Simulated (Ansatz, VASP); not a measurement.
# Ga8As3P5 (random alloy of the zinc-blende GaP-GaAs line, x = 0.375) in two plane-wave programs

Aim: how closely do two programs agree when they are given the same cell, functional and k mesh? Of the first pair: The structure shown is the start of the Ansatz relaxation below; VASP solves that cell, so the two are compared at the walk's first step.

Calculated with Ansatz 0.2.0; plane waves, with VASP 6.6.1 beside it; PBE.

**1. The starting structure**

The cell holds 64 atoms: 32 Ga, 20 P and 12 As. Cell: a = 11.200 Å, b = 11.200 Å, c = 11.200 Å, α = 90.0°, β = 90.0°, γ = 90.0°. It derives from GaP (zinc-blende GaP-GaAs), repeated 2×2×2. Zinc-blende GaP-GaAs: 64 atoms, 12 of 32 P sites given to As at random, cell and internal coordinates interpolated linearly between the end members (Vegard's rule); (so at first; earlier steps may have moved the atoms), displaced by a Gaussian of 0.02 A. Lattice constants are starting values near those of PBE.

**2. Ansatz: relaxation, PBE**

Ansatz runs on its default PAW (the set named soft_2) files.

The two programs are compared at the cell with which this relaxation starts, whose forces are those of its first step.

Contents of input.yaml:

```yaml
crystal:
  lattice:
    - [11.2, 0.0, 0.0]
    - [0.0, 11.2, 0.0]
    - [0.0, 0.0, 11.2]
  atoms:
    - { symbol: Ga, position: [0.0029, 0.99891, 0.99906] }
    - { symbol: P, position: [0.12308, 0.12655, 0.12089] }
    - { symbol: Ga, position: [0.00312, 0.24864, 0.25057] }
    - { symbol: As, position: [0.12455, 0.37761, 0.37132] }
    - { symbol: Ga, position: [0.24942, 0.99931, 0.25202] }
    - { symbol: As, position: [0.37304, 0.12469, 0.37343] }
    - { symbol: Ga, position: [0.25008, 0.25104, 0.99803] }
    - { symbol: P, position: [0.37704, 0.37661, 0.1259] }
    - { symbol: Ga, position: [0.00161, 0.99878, 0.49978] }
    - { symbol: P, position: [0.12333, 0.12452, 0.62595] }
    - { symbol: Ga, position: [0.99876, 0.24929, 0.74877] }
    - { symbol: P, position: [0.12349, 0.3738, 0.87498] }
    - { symbol: Ga, position: [0.248, 0.00042, 0.75296] }
    - { symbol: As, position: [0.37633, 0.12466, 0.87341] }
    - { symbol: Ga, position: [0.24867, 0.25302, 0.50009] }
    - { symbol: P, position: [0.37386, 0.37534, 0.62875] }
    - { symbol: Ga, position: [0.00021, 0.5011, 0.00054] }
    - { symbol: As, position: [0.12437, 0.62296, 0.12438] }
    - { symbol: Ga, position: [0.99963, 0.75105, 0.2515] }
    - { symbol: P, position: [0.12666, 0.87551, 0.37658] }
    - { symbol: Ga, position: [0.24865, 0.50224, 0.25092] }
    - { symbol: As, position: [0.37447, 0.62587, 0.37487] }
    - { symbol: Ga, position: [0.25202, 0.75271, 0.0039] }
    - { symbol: As, position: [0.37251, 0.87242, 0.1241] }
    - { symbol: Ga, position: [0.00029, 0.50156, 0.50056] }
    - { symbol: P, position: [0.12139, 0.62445, 0.62648] }
    - { symbol: Ga, position: [0.00041, 0.75136, 0.7496] }
    - { symbol: P, position: [0.12464, 0.87533, 0.87573] }
    - { symbol: Ga, position: [0.25035, 0.50021, 0.7488] }
    - { symbol: As, position: [0.37567, 0.62522, 0.87702] }
    - { symbol: Ga, position: [0.25214, 0.75033, 0.49933] }
    - { symbol: P, position: [0.37386, 0.87576, 0.62514] }
    - { symbol: Ga, position: [0.49939, 8.0e-05, 0.99889] }
    - { symbol: P, position: [0.62625, 0.1242, 0.12719] }
    - { symbol: Ga, position: [0.50072, 0.25106, 0.24804] }
    - { symbol: P, position: [0.6253, 0.37632, 0.3733] }
    - { symbol: Ga, position: [0.74952, 6.0e-05, 0.24755] }
    - { symbol: As, position: [0.87556, 0.12651, 0.37347] }
    - { symbol: Ga, position: [0.75063, 0.24766, 0.99993] }
    - { symbol: P, position: [0.87211, 0.377, 0.12573] }
    - { symbol: Ga, position: [0.49996, 0.99862, 0.50227] }
    - { symbol: As, position: [0.62851, 0.12168, 0.62721] }
    - { symbol: Ga, position: [0.50291, 0.2506, 0.74786] }
    - { symbol: P, position: [0.62654, 0.37468, 0.87392] }
    - { symbol: Ga, position: [0.7478, 0.00098, 0.75142] }
    - { symbol: As, position: [0.87389, 0.12593, 0.87296] }
    - { symbol: Ga, position: [0.75143, 0.25008, 0.49967] }
    - { symbol: As, position: [0.87482, 0.37655, 0.62634] }
    - { symbol: Ga, position: [0.50095, 0.50025, 0.00014] }
    - { symbol: P, position: [0.6261, 0.62542, 0.12622] }
    - { symbol: Ga, position: [0.49945, 0.74565, 0.25186] }
    - { symbol: P, position: [0.62891, 0.87579, 0.37482] }
    - { symbol: Ga, position: [0.74976, 0.49979, 0.25003] }
    - { symbol: P, position: [0.873, 0.62408, 0.37322] }
    - { symbol: Ga, position: [0.75044, 0.74947, 0.00088] }
    - { symbol: P, position: [0.87469, 0.87676, 0.12538] }
    - { symbol: Ga, position: [0.50391, 0.49661, 0.49884] }
    - { symbol: P, position: [0.62661, 0.62951, 0.62456] }
    - { symbol: Ga, position: [0.50008, 0.7496, 0.75238] }
    - { symbol: As, position: [0.62449, 0.87621, 0.87443] }
    - { symbol: Ga, position: [0.74773, 0.50056, 0.7509] }
    - { symbol: P, position: [0.87731, 0.6248, 0.8739] }
    - { symbol: Ga, position: [0.751, 0.75043, 0.5005] }
    - { symbol: P, position: [0.87487, 0.87707, 0.62566] }
kpoints:
  mp_grid: { grid: [1, 1, 1] }
hamiltonian:
  xc: pbe
scf:
  occupations: { method: fixed }
output:
  forces: true
relax:
  f_tol: 0.05
  max_steps: 150
  cell: {}
```

Command:

```bash
> ansatz run input.yaml --threads 4 --pin off --max-ram 8192MiB --backend cpu --events-out ev --progress --plain --runs-dir out
```

Numbers of over 12 decimals in the logs are rounded to 6 here.

The log of the run:

```text
Engine: ansatz 0.2.0, aarch64-unknown-linux-gnu
Pseudopotentials: kind: paw
Pseudopotential: Ga, paw, valence charge 13, recommended cutoff 420 eV (normal), Ga.paw.azcp
Pseudopotential: P, paw, valence charge 5, recommended cutoff 420 eV (normal), P.paw.azcp
Pseudopotential: As, paw, valence charge 15, recommended cutoff 420 eV (normal), As.paw.azcp
Functional definition: PBE
  parameter kappa = 0.804
  parameter beta = 0.066725
  exchange = pbe_x(kappa = kappa, mu = beta*pi^2/3)
  correlation = pbe_c(beta = beta)
Crystal: 64 atoms, lattice volume = 1404.928 Å³
Basis set: ecut = 420 eV, 27609 PW (Γ), exchange–correlation on 150×150×150 points (8 copies of the dense FFT grid, shifted against one another)
Bands: 418, of which v1, the nominal top of the filled ones, is band 348 counted from 1 (347 counted from 0)
Symmetry: 1 space group operations
Space group: P1 (ITA 1), of the structure as read, at distance tolerance 1.1e-4 Å
k-points: 1
Non-local potential: Ga, projectors of the file, l = 0: 2, l = 1: 2, l = 2: 3, l = 3: 1
Non-local potential: P, projectors of the file, l = 0: 2, l = 1: 2, l = 2: 2
Non-local potential: As, projectors of the file, l = 0: 2, l = 1: 2, l = 2: 3, l = 3: 1
PAW form: soft (Blöchl's): semilocal exchange-correlation on the pseudo side does not see the compensation charge
PAW one-centre angular grid: Ga, 590 points (default); XC on 64 Gauss nodes
PAW one-centre angular grid: P, 110 points (default); XC on 64 Gauss nodes
PAW one-centre angular grid: As, 590 points (default); XC on 64 Gauss nodes
Initial density: superposition of atomic densities (neutral atoms: chi_scale 0, normalization atom), corrected by the library's trained network
Initial wavefunctions: pseudopotential atomic-orbital guess
Functional: x = pbe(κ = 0.804, μ = 0.219515), c = pbe(β = 0.066725)
SCF iter   1: F=—  HF=-194462.792349 eV  |F-HF|=—  |Δ(HF+E_count)|=         —  Δρ=1.78e-3  dr2=3.33e-2  ethr=1.77e-3  ⟨swp⟩=5.0  Hψ=1252  notcnv=0  defer=65
preconditioner: auto → Resta (q_TF=auto, 2.427 Å⁻¹)  ε∞=3.9  [insulator: Δε(μ)=0.973 eV  Ē_g=14.004 eV  n_scr=340 (ndim 8)  ℏωp=23.8 eV  f_vac=0.042  ε∞_Penn≈3.9]
SCF iter   2: F=—  HF=-194462.735921 eV  |F-HF|=—  |Δ(HF+E_count)|=   5.64e-2  Δρ=6.97e-4  dr2=7.03e-3  ethr=4.78e-6  ⟨swp⟩=3.0  Hψ=874  notcnv=0  defer=68
SCF iter   3: F=—  HF=-194462.736797 eV  |F-HF|=—  |Δ(HF+E_count)|=   8.76e-4  Δρ=4.49e-4  dr2=1.52e-3  ethr=1.01e-6  ⟨swp⟩=2.0  Hψ=703  notcnv=0  defer=68
SCF iter   4: F=—  HF=-194462.735669 eV  |F-HF|=—  |Δ(HF+E_count)|=   1.13e-3  Δρ=1.44e-4  dr2=2.24e-4  ethr=2.19e-7  ⟨swp⟩=2.0  Hψ=641  notcnv=0  defer=68
SCF iter   5: F=—  HF=-194462.735761 eV  |F-HF|=—  |Δ(HF+E_count)|=   9.17e-5  Δρ=3.75e-5  dr2=1.77e-5  ethr=3.21e-8  ⟨swp⟩=2.0  Hψ=701  notcnv=0  defer=68
SCF iter   6: F=—  HF=-194462.735018 eV  |F-HF|=—  |Δ(HF+E_count)|=   7.43e-4  Δρ=2.55e-5  dr2=5.84e-6  ethr=2.54e-9  ⟨swp⟩=3.0  Hψ=704  notcnv=0  defer=68
SCF iter   7: F=—  HF=-194462.735019 eV  |F-HF|=—  |Δ(HF+E_count)|=   1.75e-6  Δρ=7.08e-6  dr2=6.02e-7  ethr=8.39e-10  ⟨swp⟩=2.0  Hψ=642  notcnv=0  defer=68
SCF iter   8: F=-194462.735020 eV  HF=-194462.735020 eV  |F-HF|=7.03e-8  |Δ(HF+E_count)|=   9.06e-7  Δρ=2.33e-6  dr2=8.17e-8  ethr=1.44e-11  ⟨swp⟩=5.0  Hψ=1523  notcnv=0
SCF 1 converged in 8 iterations: F = -194462.735020 eV  dr2 = 8.17e-8
  greatest PAW one-centre occupation: 0.999 electrons in one spin orbital (limit 2), on the As atom at site 23 (counted from 0), in its partial waves of l = 2
relax step   1: F+E_penalty+E_count = -194462.73502020 eV  Δ(F+E_penalty+E_count) = +0.000e0 eV  max|allowed force component| = 1.037e0 eV/Å  Δτ_max = 0.0000 Å  P = +0.229 GPa  Ω = 1404.928 Å³  (8 SCF iters, dr2 threshold 1.00e-7 eV, accepted)
Crystal: 64 atoms, lattice volume = 1406.302 Å³
Basis set: ecut = 420 eV, 27569 PW (Γ), exchange–correlation on 150×150×150 points (8 copies of the dense FFT grid, shifted against one another)
Initial density: handed on by an earlier stage of this run
Initial wavefunctions: those handed on with the density
iter 1 solved again at ethr=3.60e-5 eV; its pass at ethr=3.10e-3 eV (dr2=2.50e-1 eV) is discarded
SCF iter   1: F=—  HF=-194463.718001 eV  |F-HF|=—  |Δ(HF+E_count)|=         —  Δρ=6.86e-3  dr2=2.52e-1  ethr=3.60e-5  ⟨swp⟩=3.0  Hψ=1319  notcnv=0  defer=68
preconditioner: auto → Resta (q_TF=auto, 2.426 Å⁻¹)  ε∞=3.9  [insulator: Δε(μ)=0.963 eV  Ē_g=13.988 eV  n_scr=340 (ndim 8)  ℏωp=23.8 eV  f_vac=0.042  ε∞_Penn≈3.9]
SCF iter   2: F=—  HF=-194463.686970 eV  |F-HF|=—  |Δ(HF+E_count)|=   3.10e-2  Δρ=3.49e-3  dr2=6.71e-2  ethr=3.60e-5  ⟨swp⟩=2.0  Hψ=426  notcnv=0  defer=68
SCF iter   3: F=—  HF=-194463.688133 eV  |F-HF|=—  |Δ(HF+E_count)|=   1.16e-3  Δρ=4.81e-4  dr2=3.81e-3  ethr=9.65e-6  ⟨swp⟩=3.0  Hψ=645  notcnv=0  defer=68
[...]
atom  12  P      0.00009373     0.00141313    -0.00060587
  atom  13  Ga    -0.00031763    -0.00082898     0.00008400
  atom  14  As    -0.00178224    -0.00004490    -0.00032325
  atom  15  Ga     0.00121337    -0.00036102     0.00013740
  atom  16  P      0.00034173     0.00015071    -0.00113883
  atom  17  Ga     0.00012764    -0.00035204    -0.00006453
  atom  18  As     0.00151076    -0.00027935     0.00119026
  atom  19  Ga     0.00016268    -0.00068309    -0.00016623
  atom  20  P      0.00074995     0.00090133    -0.00045769
  atom  21  Ga    -0.00021724    -0.00036297     0.00013548
  atom  22  As    -0.00177293    -0.00036851     0.00162893
  atom  23  Ga     0.00052418    -0.00040445    -0.00086847
  atom  24  As    -0.00047459     0.00089156    -0.00034304
  atom  25  Ga     0.00022260    -0.00036638    -0.00093596
  atom  26  P     -0.00020608     0.00045985     0.00139618
  atom  27  Ga     0.00016531    -0.00016819    -0.00013989
  atom  28  P     -0.00027475     0.00023011     0.00070203
  atom  29  Ga     0.00045407     0.00048166     0.00035103
  atom  30  As    -0.00014782    -0.00139988    -0.00088449
  atom  31  Ga    -0.00101537    -0.00061491    -0.00057514
  atom  32  P      0.00082211    -0.00036877    -0.00067353
  atom  33  Ga     0.00041172    -0.00050838     0.00041380
  atom  34  P      0.00069315    -0.00036308     0.00080457
  atom  35  Ga     0.00059055    -0.00040902     0.00069695
[...]
atom  57  Ga    -0.00063590    -0.00002510     0.00124141
  atom  58  P      0.00045133    -0.00025009     0.00046286
  atom  59  Ga     0.00024665    -0.00061183     0.00002038
  atom  60  As    -0.00109866     0.00123708    -0.00046843
  atom  61  Ga    -0.00021586    -0.00031356     0.00050006
  atom  62  P     -0.00078365    -0.00031041    -0.00014274
  atom  63  Ga     0.00064307     0.00097159    -0.00052839
  atom  64  P     -0.00008788     0.00049407    -0.00078660
  max |Σ_I F_I| component: 2.63e-6 eV/Å
--- Stress (GPa, compression-positive) ---
       -0.003963      -0.000200      -0.000282
       -0.000200      -0.003236       0.000740
       -0.000282       0.000740      -0.003244
  P = ⅓ Tr σ = -0.0035 GPa (-0.035 kbar)
--- Relaxed structure (4 steps of the walk, 4 accepted, 1 SCFs on fresh bases) ---
  F+E_penalty+E_count = -194463.74088978 eV   max|allowed force component| = 1.961e-3 eV/Å   (the final SCF, on the basis selected at the relaxed cell)
  cell:  # Å, volume = 1405.0090 Å³
    - [11.200343, -0.000846283, 0.000483448]
    - [-0.000846283, 11.200227, 0.00036778]
    - [0.000483448, 0.00036778, 11.200076]
  atoms:
    - { symbol: Ga, position: [0.00247504, 0.996686, 1.003024] }
    - { symbol: P, position: [0.123922, 0.125217, 0.123979] }
    - { symbol: Ga, position: [-0.00106341, 0.250172, 0.243372] }
    - { symbol: As, position: [0.124945, 0.375294, 0.375182] }
    - { symbol: Ga, position: [0.242990, 1.000942, 0.251291] }
    - { symbol: As, position: [0.375124, 0.125292, 0.374991] }
    - { symbol: Ga, position: [0.247167, 0.253229, 1.002817] }
    - { symbol: P, position: [0.377182, 0.374374, 0.123982] }
    - { symbol: Ga, position: [0.00237139, 0.997642, 0.503402] }
    - { symbol: P, position: [0.126089, 0.123206, 0.626205] }
    - { symbol: Ga, position: [1.006197, 0.249589, 0.750418] }
    - { symbol: P, position: [0.124949, 0.375372, 0.875062] }
    - { symbol: Ga, position: [0.247815, -0.0030791, 0.747856] }
    - { symbol: As, position: [0.373385, 0.126979, 0.874986] }
    - { symbol: Ga, position: [0.250904, 0.249563, 0.506614] }
    - { symbol: P, position: [0.375144, 0.376469, 0.626163] }
    - { symbol: Ga, position: [-0.00410919, 0.497122, -0.00415966] }
    - { symbol: As, position: [0.122116, 0.625215, 0.124248] }
    - { symbol: Ga, position: [0.996066, 0.753059, 0.254320] }
    - { symbol: P, position: [0.122861, 0.875126, 0.377079] }
    - { symbol: Ga, position: [0.254486, 0.497792, 0.246832] }
    - { symbol: As, position: [0.376966, 0.625305, 0.376883] }
    - { symbol: Ga, position: [0.247022, 0.753077, -0.00429498] }
    - { symbol: As, position: [0.375126, 0.876038, 0.126224] }
    - { symbol: Ga, position: [-0.000493947, 0.508348, 0.499317] }
    - { symbol: P, position: [0.123972, 0.627103, 0.626008] }
    - { symbol: Ga, position: [-0.000829079, 0.749196, 0.750834] }
    - { symbol: P, position: [0.122873, 0.875133, 0.873114] }
    - { symbol: Ga, position: [0.246499, 0.497838, 0.747086] }
    - { symbol: As, position: [0.375110, 0.623472, 0.873362] }
    - { symbol: Ga, position: [0.246662, 0.752396, 0.502383] }
    - { symbol: P, position: [0.373132, 0.873928, 0.623922] }
    - { symbol: Ga, position: [0.503458, 0.00477416, 1.002586] }
    - { symbol: P, position: [0.626463, 0.127309, 0.126190] }
    - { symbol: Ga, position: [0.502980, 0.253116, 0.247839] }
    - { symbol: P, position: [0.625288, 0.377502, 0.373117] }
    - { symbol: Ga, position: [0.747417, -0.00295559, 0.247099] }
    - { symbol: As, position: [0.875312, 0.123370, 0.373315] }
    - { symbol: Ga, position: [0.747501, 0.253366, 1.002473] }
    - { symbol: P, position: [0.873291, 0.376382, 0.124007] }
    - { symbol: Ga, position: [0.499440, 0.993166, 0.498717] }
    - { symbol: As, position: [0.624192, 0.125186, 0.624058] }
    - { symbol: Ga, position: [0.499958, 0.256990, 0.751355] }
    - { symbol: P, position: [0.625302, 0.377581, 0.877060] }
    - { symbol: Ga, position: [0.754980, -0.00293089, 0.746713] }
    - { symbol: As, position: [0.876704, 0.125275, 0.876909] }
    - { symbol: Ga, position: [0.747760, 0.253626, 0.495554] }
    - { symbol: As, position: [0.875157, 0.378121, 0.626072] }
    - { symbol: Ga, position: [0.503140, 0.498526, 0.00328319] }
    - { symbol: P, position: [0.628454, 0.623307, 0.126052] }
    - { symbol: Ga, position: [0.507067, 0.748918, 0.250265] }
    - { symbol: P, position: [0.627311, 0.873089, 0.375011] }
    - { symbol: Ga, position: [0.751590, 0.500854, 0.250840] }
    - { symbol: P, position: [0.873262, 0.627151, 0.375134] }
    - { symbol: Ga, position: [0.754630, 0.745910, 0.00335556] }
    - { symbol: P, position: [0.875139, 0.874068, 0.126085] }
    - { symbol: Ga, position: [0.503353, 0.497441, 0.503084] }
    - { symbol: P, position: [0.626251, 0.625178, 0.624180] }
    - { symbol: Ga, position: [0.499566, 0.749390, 0.743418] }
    - { symbol: As, position: [0.627073, 0.873066, 0.875152] }
    - { symbol: Ga, position: [0.747087, 0.504659, 0.754193] }
    - { symbol: P, position: [0.875157, 0.625180, 0.875113] }
    - { symbol: Ga, position: [0.750759, 0.749520, 0.499974] }
    - { symbol: P, position: [0.877091, 0.872055, 0.624123] }
```

Reading the cycles: dr2 is the Hartree energy of the density residual (eV), the measure of convergence; HF is the Harris–Foulkes estimate of the energy, which meets the free energy F at convergence.

[end of part 1 of 2]

[Lines on the potential files, build, host, timing and source positions are cut from VASP's logs without a mark.]

[Logs are printed without paths, hosts, clocks, repeated set-up lines and the standing remarks that a program may print on its own settings, such as how far it seeks lower states.]

[Hosts, paths, dates, database ids (printed as entryN), source tags and the programs' standing remarks are cut or masked in the printed files.]
